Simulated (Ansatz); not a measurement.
## HgTe (Coloradoite): band structure with LDA

The system is HgTe (Coloradoite).

```
Hg Te
1.0
     0.00000    3.21450    3.21450
     3.21450    0.00000    3.21450
     3.21450    3.21450    0.00000
Hg Te
1 1
Direct
  0.00000 0.00000 0.00000
  0.75000 0.75000 0.75000
```

* Program: Ansatz 0.2.0
* Task: band structure
* Functional: LDA
* Potentials or basis: all-electron LAPW, scalar-relativistic
* Cutoff: 262 eV (chosen from the basis error)
* Basis error allowed: 0.001 eV/atom
* k mesh: 7 × 7 × 7
* Occupations: fermi-dirac, width 0.05 eV
* Spin: no spin polarisation

The pressure is 0.2 GPa. The band gap along the path is none (metal or under the smearing width).

Levels at the corners of the path, in eV from the Fermi level:
```tsv
point	band 32	band 33	band 34	band 35	band 36	band 37
Γ	-0.93	-0.04	-0.04	-0.04	4.12	4.12
X	-5.61	-2.40	-2.40	1.77	2.25	8.02
W	-5.72	-2.82	-2.69	3.06	4.46	5.13
K	-5.65	-3.08	-2.00	2.11	3.87	6.87
Γ	-0.93	-0.04	-0.04	-0.04	4.12	4.12
L	-5.70	-1.07	-1.07	0.53	4.94	4.94
U	-5.65	-3.08	-2.00	2.11	3.87	6.87
W	-5.72	-2.82	-2.69	3.06	4.46	5.13
```

It took 31 s on 1 thread of Arm Neoverse V2, on a shared host, peak memory 0.31 GiB.

Caveat: spin-orbit coupling is left out, which moves the levels of the heavy elements.
